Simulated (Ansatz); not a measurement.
W:

```
W
1.0
     2.80966    0.00000    0.00000
     0.00000    4.86387    0.00000
     0.00000    0.00000    4.92370
W
4
Direct
  0.79317 0.93684 0.75000
  0.20683 0.43684 0.75000
  0.20683 0.06316 0.25000
  0.79317 0.56316 0.25000
```

This isn't the form of W at room conditions, which is bcc.

Base run:

```yaml
Program: Ansatz 0.2.0
Functional: PBEsol
Potentials_or_basis: Ansatz PAW
Cutoff: 420 eV
Density_cutoff: 1680 eV
k_mesh: 9 × 6 × 6
Occupations: fermi-dirac, width 0.05 eV
Spin: no spin polarisation
```

Its results: band gap on the k mesh none (metal or under the smearing width); pressure -10.7 GPa; largest force 0.070 eV/Å.

Task: The run is repeated on the same cell with these changes: potentials or basis from Ansatz PAW to JTH PAW; cutoff from 420 eV to 1290 eV; density cutoff from 1680 eV to 5160 eV. What comes out?

Result: Band gap on the k mesh none (metal or under the smearing width); pressure -10.0 GPa; largest force 0.068 eV/Å.

Caveats: the PAW data sets come from PBE, with cores solved anew for the run's functional, which leaves a small shift of forces and pressure (some runs).

Not every run made on this cell is shown here.
